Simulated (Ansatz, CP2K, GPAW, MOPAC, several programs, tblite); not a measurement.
# PbO: cheap methods against density-functional theory

How much accuracy does each second buy? PbO is computed with 11 methods, from the cheapest up to r2SCAN.

Program: MOPAC, tblite, CP2K, GPAW, Ansatz (versions at each run). Level of theory: no spin polarisation, static lattice; gaps from single points on the cell relaxed beforehand with r²SCAN. These are calculated values, not measurements.

## 1. The starting structure

The structure is hexagonal, space group P6_3mc (No. 186). Conventional cell: a = 4.197 Å, b = 4.197 Å, c = 5.622 Å, α = 90.00°, β = 90.00°, γ = 120.00°. Pb (site symmetry 3m) has 4 O at 2.33 to 2.47 Å as nearest neighbours. O (site symmetry 3m) is surrounded by 4 Pb at 2.33 to 2.47 Å.

As a file:

```cif
data_structure
_symmetry_space_group_name_H-M 'P 1'
_symmetry_Int_Tables_number 1
_cell_length_a 4.1969
_cell_length_b 4.1969
_cell_length_c 5.6223
_cell_angle_alpha 90.000
_cell_angle_beta 90.000
_cell_angle_gamma 120.000
_cell_volume 85.76
loop_
_atom_site_label
_atom_site_type_symbol
_atom_site_fract_x
_atom_site_fract_y
_atom_site_fract_z
_atom_site_occupancy
Pb1 Pb 0.33333 0.66667 0.98047 1
Pb2 Pb 0.66667 0.33333 0.48047 1
O1 O 0.33333 0.66667 0.39453 1
O2 O 0.66667 0.33333 0.89453 1
```

The structure type (wurtzite) is imposed and need not be the compound's stable one.

**Question.** The methods are PM6, PM7, GFN1-xTB (tblite), GFN2-xTB (tblite), PBE/DZVP, PBE/single-zeta, PBE/SZV, coarse PBE, GLLB-SC, PBE, r2SCAN. What gap does r2SCAN give on this cell, and which other methods (full PBE left aside) come nearest to r2SCAN and farthest in gap, volume and bulk modulus?

| quantity | value |
| --- | --- |
| r2SCAN | gap 1.95 eV, 21.44 Å³/atom, B₀ 74 GPa |
| gap: nearest and farthest of the other methods | coarse PBE (-0.13 eV), PM7 (+6.70 eV) |
| volume: nearest and farthest of the other methods | GFN1-xTB (tblite) (-1.0 %), PBE/SZV (+7.0 %) |
| bulk modulus: nearest and farthest of the other methods | PBE/SZV (-8 %), GFN1-xTB (tblite) (+25 %) |

In words: Among the 9 methods compared for the gap (full PBE left aside), coarse PBE is nearest to r2SCAN and PM7 farthest. For the volume, of the 3 methods compared (full PBE left aside), GFN1-xTB (tblite) comes nearest to r2SCAN and PBE/SZV is farthest. Among the 3 methods compared for the bulk modulus (full PBE left aside), PBE/SZV is nearest to r2SCAN and GFN1-xTB (tblite) farthest. A minimal basis or a coarse cutoff and mesh shifts results by its own error, so closeness to r2SCAN can be chance. Cluster runs see only the k-points that fold onto the zone centre, so their gaps can miss the band edges. GLLB-SC is compared with its derivative discontinuity added. No volume is given for PM6, PM7, GFN2-xTB (tblite), PBE/single-zeta, coarse PBE, which can hide a larger miss. CPU times run from 1.8 s (GFN1-xTB (tblite)) to 71 s (GLLB-SC). On this cell GLLB-SC cost more than r2SCAN itself (40 s), so it is no saving here. r2SCAN is a yardstick, not the truth: it usually gives gaps below the measured ones. Spin-orbit coupling is left out throughout.
